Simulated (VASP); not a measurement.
VASP ran on this input.

File POSCAR:
```
InN
1.0
  3.4085407264   0.0000000000   0.0000000000
 -1.7042703632   2.9518834418   0.0000000000
  0.0000000000   0.0000000000   5.4976346674
In N
2 2
Cartesian
 -0.0000017043   1.9679232785   5.4863732130
  1.7042720675   0.9839601633   2.7375558793
 -0.0000017043   1.9679232785   2.0728744546
  1.7042720675   0.9839601633   4.8216917883
```

### INCAR
```
# general
SYSTEM =InN
PREC   =Accurate
ENCUT  =620   # plane-wave cut-off (eV)
LREAL  =.FALSE.   # projection in real space or not
LASPH  =.TRUE.

# electronic loop
EDIFF  =1E-6   # SCF stop (eV)
NELM   =100   # most electronic steps
ALGO   =Normal   # blocked Davidson
LMAXMIX=4   # l cut-off of mixed one-centre charges

# smearing
ISMEAR =0   # Gaussian
SIGMA  =0.05

# functional
GGA    =PS   # PBEsol

# ions
IBRION =2
NSW    =40   # most ionic steps
ISIF   =3   # ions, shape and volume
EDIFFG =-0.02   # ionic stop
PSTRESS=200

# output
LWAVE  =.FALSE.
LCHARG =.FALSE.
```

File KPOINTS:
```
Regular mesh
0
G
8 8 4
0 0 0
```

POTCAR, in this order: In_d N (PBE.64 set). Program: vasp_std.

Question: Translate this PBEsol calculation to Ansatz.

Answer: One equivalent input (not run):
Ansatz 0.2 input:
```yaml
crystal:
  lattice:
    - [3.4085407, 0.0000000, 0.0000000]
    - [-1.7042704, 2.9518834, 0.0000000]
    - [0.0000000, 0.0000000, 5.4976347]
  atoms:
    - { symbol: In, position: [0.3333330, 0.6666670, 0.9979516] }
    - { symbol: In, position: [0.6666670, 0.3333330, 0.4979516] }
    - { symbol: N, position: [0.3333330, 0.6666670, 0.3770484] }
    - { symbol: N, position: [0.6666670, 0.3333330, 0.8770484] }
kpoints:
  mp_grid: { grid: [8, 8, 4] }
hamiltonian:
  xc: pbesol
  pseudopotentials: { kind: paw }
scf:
  occupations: { method: gaussian, width: 0.05 }
  max_iter: 100
relax:
  max_steps: 40
  f_tol: 0.02
  cell: { p_target: 20 }
output: { forces: true, stress: true, eigenvalues: true }
```
What does not carry over: each code has its own PAW files, so the cut-off isn't converted (ENCUT is set for VASP's; basis.ecutwfc is left out, and Ansatz then takes the one that its files recommend); Ansatz stops its SCF on the density residual and VASP on the energy change (EDIFF).

The structure was generated: InN was put into the wurtzite type (P6_3mc), which need not be its known phase. This run relaxes it under an external pressure of 20 GPa. Symmetry was kept, so distortions that lower it aren't found.
